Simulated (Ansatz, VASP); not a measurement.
## One calculation of Ca, two programs

INCAR

```
SYSTEM = Ca
PREC     = Accurate       ! precision mode
ENCUT    = 520            ! plane-wave cutoff, eV
EDIFF    = 1E-6           ! SCF threshold, eV
ISMEAR   = 0              ! smearing method
SIGMA    = 0.15           ! smearing width, eV
LREAL    = .False.        ! projectors in reciprocal space
LASPH    = .True.         ! aspherical terms in the spheres
NELM     = 80             ! most SCF steps
ALGO     = Fast           ! electronic algorithm
ISIF     = 2              ! what is computed and relaxed
LWAVE    = .False.        ! write WAVECAR
LCHARG   = .False.        ! write CHGCAR
GGA      = PS             ! functional
NBANDS   = 11             ! bands
```

Contents of KPOINTS:

```
Automatic mesh
0
Gamma
  16 16 16
  0 0 0
```

Contents of POSCAR:

```
Ca
1.0
   -2.4192000000      2.4192000000      2.0608000000
    2.4192000000     -2.4192000000      2.0608000000
    2.4192000000      2.4192000000     -2.0608000000
Ca
1
Direct
    0.0000000000      0.0000000000      0.0000000000
```

Input for Ansatz:

```yaml
crystal:
  lattice:
    - [-2.4192, 2.4192, 2.0608]
    - [2.4192, -2.4192, 2.0608]
    - [2.4192, 2.4192, -2.0608]
  atoms:
    - { symbol: Ca, position: [0.0, 0.0, 0.0] }
basis:
  ecutwfc: 420
kpoints:
  mp_grid: { grid: [16, 16, 16] }
hamiltonian:
  xc: pbesol
scf:
  occupations: { method: gaussian, width: 0.15 }
output:
  forces: true
  stress: true
  eigenvalues: true
```

Change from the starting cell: strain +0.080 along x and y, -0.080 along z, atoms carried along.

Alike in both runs: task single point; functional PBEsol; k mesh 16 × 16 × 16; occupations gaussian, width 0.15 eV; no spin polarisation.

|  | VASP | Ansatz |
| --- | --- | --- |
| version | VASP 6.6.1 | Ansatz 0.2.0 |
| potentials or method | VASP PAW PBE potentials, release 64 (Ca_sv) | scalar-relativistic, plane waves, PAW |
| plane-wave cutoff (eV) | 520 | 420 |
| valence electrons in the cell | 10 | 10 |

|  | VASP | Ansatz | Ansatz less VASP |
| --- | --- | --- | --- |
| gap on the k mesh at the Fermi level (eV) | none | none | - |
| pressure (GPa) | -2.3 | -2.3 | -0.01 |
| largest component of the traceless stress (GPa) | 0.59 | 0.59 | +0.001 |

A gap of «none» marks a metal or a gap that the smearing closes.

Caveats: the PAW data sets were made with another functional, which shifts forces and pressure a little (VASP).
